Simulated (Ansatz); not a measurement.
Al2O3 (Pnnm) from a database of computed structures: a relaxation of cell and atoms in the plane-wave code Ansatz (PBE). The input holds the cell as the database lists it.

```yaml
crystal:
  lattice:
    - [4.613777, 0.0, 0.0]
    - [0.0, 9.563279, 0.0]
    - [0.0, 0.0, 3.119862]
  atoms:
    - { symbol: Al, position: [0.517025, 0.324573, 0.5] }
    - { symbol: Al, position: [0.482975, 0.675427, 0.5] }
    - { symbol: Al, position: [0.017025, 0.175427, 0.0] }
    - { symbol: Al, position: [0.982975, 0.824573, 0.0] }
    - { symbol: O, position: [0.876365, 0.24695, 0.5] }
    - { symbol: O, position: [0.0, 0.0, 0.0] }
    - { symbol: O, position: [0.623635, 0.74695, 0.0] }
    - { symbol: O, position: [0.376365, 0.25305, 0.0] }
    - { symbol: O, position: [0.123635, 0.75305, 0.5] }
    - { symbol: O, position: [0.5, 0.5, 0.5] }
kpoints:
  mp_grid: { grid: [6, 4, 8] }
hamiltonian:
  xc: pbe
scf:
  occupations: { method: fermi_dirac, width: 0.02 }
relax:
  f_tol: 0.005
  cell: {}
```

The trajectory has 12 recorded frames, each with fractional positions and then forces in eV/Å along x, y and z. Some frames, the last among them, repeat a geometry solved again on a basis re-selected at its cell; pressure is positive in compression.

Step 1: energy 0.0 meV/atom from step 1, largest force component 0.153 eV/Å, pressure +0.01 GPa; a = 4.614 Å, b = 9.563 Å, c = 3.120 Å, α = 90.00°, β = 90.00°, γ = 90.00°
```
Al 0.5170 0.3246 0.5000     0.048  -0.027   0.000
Al 0.4830 0.6754 0.5000    -0.048   0.027   0.000
Al 0.0170 0.1754 0.0000     0.048   0.027   0.000
Al 0.9830 0.8246 0.0000    -0.048  -0.027   0.000
O  0.8764 0.2470 0.5000    -0.153   0.113   0.000
O  0.0000 0.0000 0.0000     0.000   0.000   0.000
O  0.6236 0.7469 0.0000     0.153   0.113   0.000
O  0.3764 0.2531 0.0000    -0.153  -0.113   0.000
O  0.1236 0.7530 0.5000     0.153  -0.113   0.000
O  0.5000 0.5000 0.5000     0.000   0.000   0.000
```

Step 2: energy -6.3 meV/atom from step 1, largest force component 0.130 eV/Å, pressure -0.22 GPa; a = 4.657 Å, b = 9.626 Å, c = 3.089 Å, α = 90.00°, β = 90.00°, γ = 90.00°
```
Al 0.5059 0.3253 0.5000     0.045  -0.029   0.000
Al 0.4941 0.6747 0.5000    -0.045   0.029   0.000
Al 0.0059 0.1747 0.0000     0.045   0.029   0.000
Al 0.9941 0.8253 0.0000    -0.045  -0.029   0.000
O  0.8598 0.2457 0.5000    -0.130   0.036   0.000
O  0.0000 0.0000 0.0000     0.000   0.000   0.000
O  0.6402 0.7457 0.0000     0.130   0.036   0.000
O  0.3598 0.2543 0.0000    -0.130  -0.036   0.000
O  0.1402 0.7543 0.5000     0.130  -0.036   0.000
O  0.5000 0.5000 0.5000     0.000   0.000   0.000
```

Step 3: energy -13.0 meV/atom from step 1, largest force component 0.116 eV/Å, pressure -0.73 GPa; a = 4.787 Å, b = 9.660 Å, c = 3.029 Å, α = 90.00°, β = 90.00°, γ = 90.00°
```
Al 0.4800 0.3255 0.5000    -0.033   0.116   0.000
Al 0.5200 0.6745 0.5000     0.033  -0.116   0.000
Al 0.9800 0.1745 0.0000    -0.033  -0.116   0.000
Al 0.0200 0.8255 0.0000     0.033   0.116   0.000
O  0.8188 0.2413 0.5000     0.004  -0.075   0.000
O  0.0000 0.0000 0.0000     0.000   0.000   0.000
O  0.6812 0.7413 0.0000    -0.004  -0.075   0.000
O  0.3188 0.2587 0.0000     0.004   0.075   0.000
O  0.1812 0.7587 0.5000    -0.004   0.075   0.000
O  0.5000 0.5000 0.5000     0.000   0.000   0.000
```

Step 4: energy -15.3 meV/atom from step 1, largest force component 0.058 eV/Å, pressure -0.15 GPa; a = 4.762 Å, b = 9.692 Å, c = 3.028 Å, α = 90.00°, β = 90.00°, γ = 90.00°
```
Al 0.4653 0.3272 0.5000    -0.001  -0.058   0.000
Al 0.5347 0.6728 0.5000     0.001   0.058   0.000
Al 0.9653 0.1728 0.0000    -0.001   0.058   0.000
Al 0.0347 0.8272 0.0000     0.001  -0.058   0.000
O  0.7986 0.2356 0.5000    -0.056   0.038   0.000
O  0.0000 0.0000 0.0000     0.000   0.000   0.000
O  0.7014 0.7356 0.0000     0.056   0.038   0.000
O  0.2986 0.2644 0.0000    -0.056  -0.038   0.000
O  0.2014 0.7644 0.5000     0.056  -0.038   0.000
O  0.5000 0.5000 0.5000     0.000   0.000   0.000
```

Step 5: energy -16.2 meV/atom from step 1, largest force component 0.297 eV/Å, pressure -1.29 GPa; a = 4.712 Å, b = 9.756 Å, c = 3.033 Å, α = 90.00°, β = 90.00°, γ = 90.00°
```
Al 0.4345 0.3290 0.5000     0.025   0.297   0.000
Al 0.5655 0.6710 0.5000    -0.025  -0.297   0.000
Al 0.9345 0.1710 0.0000     0.025  -0.297   0.000
Al 0.0655 0.8290 0.0000    -0.025   0.297   0.000
O  0.7589 0.2286 0.5000     0.051  -0.074   0.000
O  0.0000 0.0000 0.0000     0.000   0.000   0.000
O  0.7411 0.7286 0.0000    -0.051  -0.074   0.000
O  0.2589 0.2714 0.0000     0.051   0.074   0.000
O  0.2411 0.7714 0.5000    -0.051   0.074   0.000
O  0.5000 0.5000 0.5000     0.000   0.000   0.000
```

Step 6: energy -17.6 meV/atom from step 1, largest force component 0.029 eV/Å, pressure -0.02 GPa; a = 4.706 Å, b = 9.700 Å, c = 3.031 Å, α = 90.00°, β = 90.00°, γ = 90.00°
```
Al 0.4324 0.3295 0.5000    -0.003  -0.029   0.000
Al 0.5676 0.6705 0.5000     0.003   0.029   0.000
Al 0.9324 0.1705 0.0000    -0.003   0.029   0.000
Al 0.0676 0.8295 0.0000     0.003  -0.029   0.000
O  0.7560 0.2273 0.5000     0.002  -0.013   0.000
O  0.0000 0.0000 0.0000     0.000   0.000   0.000
O  0.7440 0.7273 0.0000    -0.002  -0.013   0.000
O  0.2560 0.2727 0.0000     0.002   0.013   0.000
O  0.2440 0.7727 0.5000    -0.002   0.013   0.000
O  0.5000 0.5000 0.5000     0.000   0.000   0.000
```

Step 7: energy -17.7 meV/atom from step 1, largest force component 0.006 eV/Å, pressure +0.02 GPa; a = 4.700 Å, b = 9.706 Å, c = 3.030 Å, α = 90.00°, β = 90.00°, γ = 90.00°
```
Al 0.4313 0.3297 0.5000    -0.006   0.002   0.000
Al 0.5687 0.6703 0.5000     0.006  -0.002   0.000
Al 0.9313 0.1703 0.0000    -0.006  -0.002   0.000
Al 0.0687 0.8297 0.0000     0.006   0.002   0.000
O  0.7541 0.2267 0.5000     0.004  -0.002   0.000
O  0.0000 0.0000 0.0000     0.000   0.000   0.000
O  0.7459 0.7267 0.0000    -0.004  -0.002   0.000
O  0.2541 0.2733 0.0000     0.004   0.002   0.000
O  0.2459 0.7733 0.5000    -0.004   0.002   0.000
O  0.5000 0.5000 0.5000     0.000   0.000   0.000
```

Step 8: energy -17.7 meV/atom from step 1, largest force component 0.006 eV/Å, pressure -0.01 GPa; a = 4.702 Å, b = 9.704 Å, c = 3.030 Å, α = 90.00°, β = 90.00°, γ = 90.00°
```
Al 0.4307 0.3297 0.5000     0.006  -0.001   0.000
Al 0.5693 0.6703 0.5000    -0.006   0.001   0.000
Al 0.9307 0.1703 0.0000     0.006   0.001   0.000
Al 0.0693 0.8297 0.0000    -0.006  -0.001   0.000
O  0.7536 0.2267 0.5000    -0.005   0.001   0.000
O  0.0000 0.0000 0.0000     0.000   0.000   0.000
O  0.7464 0.7267 0.0000     0.005   0.001   0.000
O  0.2536 0.2733 0.0000    -0.005  -0.001   0.000
O  0.2464 0.7733 0.5000     0.005  -0.001   0.000
O  0.5000 0.5000 0.5000     0.000   0.000   0.000
```

Step 9: energy -17.7 meV/atom from step 1, largest force component 0.003 eV/Å, pressure 0.00 GPa; a = 4.702 Å, b = 9.704 Å, c = 3.029 Å, α = 90.00°, β = 90.00°, γ = 90.00°
```
Al 0.4307 0.3297 0.5000    -0.003  -0.002   0.000
Al 0.5693 0.6703 0.5000     0.003   0.002   0.000
Al 0.9307 0.1703 0.0000    -0.003   0.002   0.000
Al 0.0693 0.8297 0.0000     0.003  -0.002   0.000
O  0.7533 0.2266 0.5000     0.003  -0.002   0.000
O  0.0000 0.0000 0.0000     0.000   0.000   0.000
O  0.7467 0.7266 0.0000    -0.003  -0.002   0.000
O  0.2533 0.2734 0.0000     0.003   0.002   0.000
O  0.2467 0.7734 0.5000    -0.003   0.002   0.000
O  0.5000 0.5000 0.5000     0.000   0.000   0.000
```

Step 10: energy -18.4 meV/atom from step 1, largest force component 0.004 eV/Å, pressure +0.07 GPa; a = 4.702 Å, b = 9.704 Å, c = 3.029 Å, α = 90.00°, β = 90.00°, γ = 90.00°
```
Al 0.4307 0.3297 0.5000    -0.004  -0.002   0.000
Al 0.5693 0.6703 0.5000     0.004   0.002   0.000
Al 0.9307 0.1703 0.0000    -0.004   0.002   0.000
Al 0.0693 0.8297 0.0000     0.004  -0.002   0.000
O  0.7533 0.2266 0.5000     0.003  -0.002   0.000
O  0.0000 0.0000 0.0000     0.000   0.000   0.000
O  0.7467 0.7266 0.0000    -0.003  -0.002   0.000
O  0.2533 0.2734 0.0000     0.003   0.002   0.000
O  0.2467 0.7734 0.5000    -0.003   0.002   0.000
O  0.5000 0.5000 0.5000     0.000   0.000   0.000
```

Step 11: energy -18.3 meV/atom from step 1, largest force component 0.003 eV/Å, pressure +0.01 GPa; a = 4.712 Å, b = 9.704 Å, c = 3.026 Å, α = 90.00°, β = 90.00°, γ = 90.00°
```
Al 0.4317 0.3296 0.5000     0.000   0.003   0.000
Al 0.5683 0.6704 0.5000     0.000  -0.003   0.000
Al 0.9317 0.1704 0.0000     0.000  -0.003   0.000
Al 0.0683 0.8296 0.0000     0.000   0.003   0.000
O  0.7545 0.2270 0.5000     0.000   0.001   0.000
O  0.0000 0.0000 0.0000     0.000   0.000   0.000
O  0.7455 0.7270 0.0000     0.000   0.001   0.000
O  0.2545 0.2730 0.0000     0.000  -0.001   0.000
O  0.2455 0.7730 0.5000     0.000  -0.001   0.000
O  0.5000 0.5000 0.5000     0.000   0.000   0.000
```

Step 12: energy -18.4 meV/atom from step 1, largest force component 0.003 eV/Å, pressure +0.02 GPa; a = 4.712 Å, b = 9.704 Å, c = 3.026 Å, α = 90.00°, β = 90.00°, γ = 90.00°
```
Al 0.4317 0.3296 0.5000     0.000   0.003   0.000
Al 0.5683 0.6704 0.5000     0.000  -0.003   0.000
Al 0.9317 0.1704 0.0000     0.000  -0.003   0.000
Al 0.0683 0.8296 0.0000     0.000   0.003   0.000
O  0.7545 0.2270 0.5000     0.000   0.001   0.000
O  0.0000 0.0000 0.0000     0.000   0.000   0.000
O  0.7455 0.7270 0.0000     0.000   0.001   0.000
O  0.2545 0.2730 0.0000     0.000  -0.001   0.000
O  0.2455 0.7730 0.5000     0.000  -0.001   0.000
O  0.5000 0.5000 0.5000     0.000   0.000   0.000
```

The walk took 10 steps, besides SCFs solved again on a fresh basis, and changed the volume by +0.5 %. The last SCF, on a fresh basis, lies 18.4 meV an atom below the first. At the end: it is orthorhombic, Pnnm (No. 58); conventional cell a = 4.712 Å, b = 9.704 Å, c = 3.026 Å, 13.84 Å³ an atom. Around Al lie 4 O at 1.68–1.82 Å; around O lie 3 Al at 1.81–1.82 Å; around O lie 2 Al at 1.68 Å.

Run as `ansatz run input.yaml --threads 4 --pin off --max-ram 6451MiB --backend cpu --events-out ev --progress --plain --runs-dir out`. Wall time 42 s on 4 threads of Arm Neoverse V2 (shared host), load about 0.6 per core; peak host memory 0.5 GiB.

Spin-unpolarised throughout; all numbers are computed.
